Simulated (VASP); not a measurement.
# ZrB2 (P1) in VASP: notebook, part 2 of 2

VASP 6.6.1.

**3. Single point, r2SCAN**

Input file POSCAR:

```
ZrB2
1.0
    1.6396290600      2.7676365300     -3.6822558500
   -1.6951257600      2.7753718700     -0.0188876100
    1.6809157800      2.7428608800      3.6815253800
Zr B
2 4
Direct
    0.0177190000      0.9564420000      0.0270900000
    0.5163760000      0.9606640000      0.5166950000
    0.4240670000      0.3609940000      0.8986910000
    0.9021610000      0.3563860000      0.4098590000
    0.1027690000      0.6216400000      0.5897850000
    0.6183800000      0.6318100000      0.0868490000
```

Input file INCAR.step1:

```
SYSTEM = ZrB2
PREC     = Accurate       ! precision mode
ENCUT    = 520            ! plane-wave cutoff, eV
ISMEAR   = 1              ! smearing method
SIGMA    = 0.0313         ! smearing width, eV
LREAL    = .False.        ! projectors in reciprocal space
LASPH    = .True.         ! aspherical terms in the spheres
NELM     = 100            ! most SCF steps
ISYM     = 0            
NBANDS   = 27             ! bands
GGA      = PE             ! functional
ALGO     = Normal         ! electronic algorithm
EDIFF    = 1E-4           ! SCF threshold, eV
LWAVE    = .True.         ! write WAVECAR
LCHARG   = .False.        ! write CHGCAR
```

Input file INCAR.step2:

```
SYSTEM = ZrB2
PREC     = Accurate       ! precision mode
ENCUT    = 520            ! plane-wave cutoff, eV
EDIFF    = 1E-7           ! SCF threshold, eV
ISMEAR   = 1              ! smearing method
SIGMA    = 0.0313         ! smearing width, eV
LREAL    = .False.        ! projectors in reciprocal space
LASPH    = .True.         ! aspherical terms in the spheres
NELM     = 100            ! most SCF steps
ALGO     = Normal         ! electronic algorithm
ISIF     = 2              ! what is computed and relaxed
LWAVE    = .False.        ! write WAVECAR
LCHARG   = .False.        ! write CHGCAR
METAGGA  = R2SCAN         ! meta-GGA
LMIXTAU  = .True.       
ISYM     = 0            
NBANDS   = 27             ! bands
ISTART   = 1
```

Input file KPOINTS:

```
Automatic mesh
0
Gamma
  4 6 4
  0.5 0.5 0.5
```

Potentials or basis: VASP PAW PBE potentials, release 64 (Zr_sv, B).

The run is started by

```
cat potpaw_PBE.64/Zr_sv/POTCAR potpaw_PBE.64/B/POTCAR > POTCAR
cp INCAR.step1 INCAR
mpirun -np 1 vasp_std > vasp.out
cp INCAR.step2 INCAR
mpirun -np 1 vasp_std > vasp.out
```

OUTCAR:

```text
SYSTEM = ZrB2
   PREC = Accurate
   ENCUT = 520
   EDIFF = 1E-7
   ISMEAR = 1
   LREAL = .False.
   LASPH = .True.
   NELM = 100
   ISIF = 2
   METAGGA = R2SCAN
   ISYM = 0
   ISTART = 1

 ion  position               nearest neighbor table
   1  0.018  0.956  0.027-   6 2.50   4 2.54   5 2.56   6 2.56   3 2.60   4 2.60   3 2.68   5 2.69
                             6 2.73   5 2.74   3 2.75   4 2.81   2 3.19   2 3.25   2 3.33   2 3.38
   2  0.516  0.961  0.517-   3 2.47   4 2.50   3 2.58   6 2.59   5 2.60   5 2.61   4 2.62   5 2.66
                             6 2.66   6 2.77   4 2.78   3 2.82   1 3.19   1 3.25   1 3.33   1 3.38
   3  0.424  0.361  0.899-   5 1.80   6 1.81   6 2.11   2 2.47   2 2.58   1 2.60   1 2.68   1 2.75
                             2 2.82
   4  0.902  0.356  0.410-   6 1.74   5 1.80   5 2.12   2 2.50   1 2.54   1 2.60   2 2.62   2 2.78
                             1 2.81
   5  0.103  0.622  0.590-   4 1.80   3 1.80   4 2.12   1 2.56   2 2.60   2 2.61   2 2.66   1 2.69
                             1 2.74
   6  0.618  0.632  0.087-   4 1.74   3 1.81   3 2.11   1 2.50   1 2.56   2 2.59   2 2.66   1 2.73
                             2 2.77

IMPORTANT INFORMATION: All symmetrisations will be switched off!
NOSYMM: (Re-)initialisation of all symmetry stuff for point group C_1.

----------------------------------------------------------------------------------------

                                     Primitive cell

  volume of cell :      68.3210

  direct lattice vectors                    reciprocal lattice vectors
     1.639629060  2.767636530 -3.682255850     0.150311234  0.090878405 -0.136336789
    -1.695125760  2.775371870 -0.018887610    -0.296966541  0.178947979  0.002267086
     1.680915780  2.742860880  3.681525380     0.148817508  0.091814507  0.135274331

  length of vectors
     4.889499316  3.252152687  4.889007342     0.222351235  0.346722721  0.221078491

  position of ions in fractional coordinates (direct lattice)
     0.017719000  0.956442000  0.027090000
     0.516376000  0.960664000  0.516695000
     0.424067000  0.360994000  0.898691000
     0.902161000  0.356386000  0.409859000
     0.102769000  0.621640000  0.589785000
     0.618380000  0.631810000  0.086849000

  ion indices of the primitive-cell ions
   primitive index   ion index
                 1           1
[... 100 lines left out ...]
  Thomas-Fermi vector in A             =   2.451975
   LORBIT       =      0    0 simple, 1 ext, 2 COOP (PROOUT), +10 PAW based schemes
   METAGGA = R2SCAN    functional components
   LHFCALC =     F    Hartree Fock is set to
   AEXX    =    0.0000 exact exchange contribution
   IVDW    =     0    specifies the selected vdW correction
   LEPSILON=     F    determine dielectric tensor
   LRPA    =     F    only Hartree local field effects (RPA)
 non-spin polarized calculation
 Methfessel and Paxton  Order N= 1 SIGMA  =   0.03
  energy-cutoff  :      520.00
  volume of cell :       68.32
 maximum number of plane-waves:      1858
   NGX = 19   NGY = 13   NGZ = 19

 number of electron      36.0000000 magnetization

 Free energy of the ion-electron system (eV)
  ---------------------------------------------------
  ext. energy  EPLUGINS =         0.00000000
  ---------------------------------------------------
  free energy    TOTEN  =       -80.22316990 eV

  energy without entropy =      -80.22328953  energy(sigma->0) =      -80.22320978

 E-fermi :   9.3900     XC(G=0): -12.8084

 val. band max:        9.3655197013   @ k =  -0.3750  -0.0833   0.3750
 cond. band min:       9.4666339313   @ k =  -0.3750  -0.2500   0.1250
 fundamental gap:      0.1011142300
 Fermi energy:         9.3900186835

 k-point     1 :       0.1250    0.0833    0.1250
  band No.  band energies     occupation
      1     -41.2516      2.00000
      2     -41.1705      2.00000
      3     -18.8380      2.00000
      4     -18.7812      2.00000
      5     -18.6864      2.00000
      6     -18.4175      2.00000
[... 709 lines left out ...]
     26      14.3171      0.00000
     27      15.0491      0.00000

 [... further k-points ...]
[... 5 lines left out ...]
  --------------------------------------------------------------------------------------
  -------------------------------------------------------------------------------------
  Total       -9.5941358     -3.8688270     -7.2078995     -1.1434166      0.4502152     -0.4184819
  in kB     -224.9896148    -90.7268681   -169.0306003    -26.8139688     10.5578817     -9.8137123
  external PRESSURE =    -161.5823611 kB  Pullay stress =       0.0000000 kB

 VOLUME and BASIS-vectors are now :
 -----------------------------------------------------------------------------
  energy-cutoff  :      520.00
  volume of cell :       68.32
      direct lattice vectors                 reciprocal lattice vectors
     1.639629060  2.767636530 -3.682255850     0.150311234  0.090878405 -0.136336789
    -1.695125760  2.775371870 -0.018887610    -0.296966541  0.178947979  0.002267086
     1.680915780  2.742860880  3.681525380     0.148817508  0.091814507  0.135274331

 POSITION                                       TOTAL-FORCE (eV/Angst)
 -----------------------------------------------------------------------------------
     -1.54670      2.77783      0.01642        -1.111906     -0.024601     -0.937555
      0.08674      5.51256     -0.01735        -0.844372      0.365606     -0.363685
      1.59401      4.64054      1.74021         1.549261     -0.318403      0.722279
      1.56403      4.61014     -1.81981         1.924863      0.209321     -0.447490
      0.10612      3.62741      1.78115        -0.504881      0.363724      0.270024
      0.08890      3.70317     -1.96923        -1.012964     -0.595648      0.756427
 -----------------------------------------------------------------------------------
    total drift:                                0.000062     -0.000177     -0.000020

  FREE ENERGIE OF THE ION-ELECTRON SYSTEM (eV)
  ---------------------------------------------------
  free  energy   TOTEN  =       -80.2231699010 eV

  energy  without entropy=      -80.2232895295  energy(sigma->0) =      -80.22320978
```

It took 3.3 min on 1 thread of AMD EPYC 9R45 (Zen 5), shared host; peak memory 0.19 GiB.

Results:

```
Free energy            : -80.2232 eV
Pressure               : -16.2 GPa
Largest force          : 1.987 eV/Å
Band gap on the k mesh : none (metal or under the smearing width)
```

Forces on the atoms (eV/Å):
```
Zr  -1.112 -0.025 -0.938
Zr  -0.844  0.366 -0.364
B    1.549 -0.318  0.722
B    1.925  0.209 -0.447
B   -0.505  0.364  0.270
B   -1.013 -0.596  0.756
```

Stress tensor (GPa, compression positive):
```
-22.50  -2.68  -0.98
 -2.68  -9.07   1.06
 -0.98   1.06 -16.90
```

Caveat: the k mesh is coarse (spacing up to 0.36 Å⁻¹), so the values aren't converged; so large a pressure means that the cell lies far from this level's equilibrium, or that cutoff or potentials fall short; the potentials were made for another functional, which shifts forces and pressure.
